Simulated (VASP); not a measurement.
SiC: relaxation of the atoms with PBE

The system is SiC.

```xyz
2
Lattice="0.0000 2.0627 2.0627 2.0627 0.0000 2.0627 2.0627 2.0627 0.0000" Properties=species:S:1:pos:R:3 pbc="T T T"
Si    0.0000    0.0000    0.0000
C     2.0627    2.0627    2.0627
```

The cell was built by a generator and needn't be a form met in nature.

The cell isn't the ideal one: a relaxed cell with its volume scaled by 1.06.

| Property | Result |
| --- | --- |
| Program | VASP 6.6.1 |
| Task | relaxation of the atoms |
| Functional | PBE |
| Potentials or basis | VASP PAW PBE potentials, release 64 (Si, C_s) |
| Cutoff | 300 eV |
| k mesh | 6 × 6 × 6 |
| Occupations | gaussian, width 0.03 eV |
| Spin | no spin polarisation |
| Further INCAR settings | ALGO = Fast; EDIFF = 1e-07; IBRION = 2; EDIFFG = -0.01; NSW = 40 |

```json
{"Band gap on the k mesh": "none (metal or under the smearing width)"}
```

Final structure:
```xyz
2
Lattice="0.0000 2.0627 2.0627 2.0627 0.0000 2.0627 2.0627 2.0627 0.0000" Properties=species:S:1:pos:R:3 pbc="T T T"
Si    0.0000    0.0000    0.0000
C     2.0627    2.0627    2.0627
```

Levels at points of the mesh, in eV from the Fermi level:
```tsv
k point	band 1	band 2	band 3	band 4	band 5	band 6	band 7	band 8
(0.00, 0.00, 0.00)	-17.83	0.01	0.01	0.01	6.50	8.97	8.97	8.97
(0.50, 0.00, 0.00)	-12.87	-11.13	-0.89	-0.89	4.99	4.99	5.56	8.94
(0.50, 0.50, 0.00)	-11.25	-9.32	-4.09	-4.09	-1.32	2.80	14.03	14.36
```

Wall time 1.7 s on 1 thread of Intel(R) Xeon(R) 6975P-C (Granite Rapids), on a shared host, peak memory 0.1 GiB.

Caveat: the k mesh is coarse (spacing up to 0.44 Å⁻¹), so the values aren't converged; the relaxation stopped at its first step, so nothing moved.
